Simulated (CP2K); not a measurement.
The system is PbS (Galena).

```
CELL_PARAMETERS angstrom
4.19420 0.00000 0.00000
2.09710 3.63229 0.00000
2.09710 1.21076 3.42455
ATOMIC_POSITIONS crystal
Pb 0.00000 0.00000 0.00000
S 0.50000 0.50000 0.50000
```

Base run:

* Program: CP2K 2026.2
* Functional: PBE
* Potentials or basis: POTENTIAL_UZH Pb GTH-PBE-q4, S GTH-PBE-q6; TZVP-MOLOPT-PBE-GTH basis
* Density cutoff: 9184 eV
* k mesh: 8 × 8 × 8
* Occupations: fermi-dirac, width 0.05 eV
* Spin: no spin polarisation

Its results: band gap on the k mesh 0.23 eV, direct; pressure 2.9 GPa.

Question: The run is repeated on the same cell with these changes: functional from PBE to PBEsol. What comes out?

Answer: Band gap on the k mesh 0.10 eV, direct; pressure 1.5 GPa.

PBEsol binds more tightly than PBE, so the same cell stands under less pressure.

Caveats: spin-orbit coupling is left out, which as a rule narrows the gap of such compounds by several tenths of an eV; the basis of atomic orbitals isn't converged, which shifts pressures, moduli and gaps; the potentials were made for another functional, which shifts forces and pressure (some runs).

Not every run made on this cell is shown here.
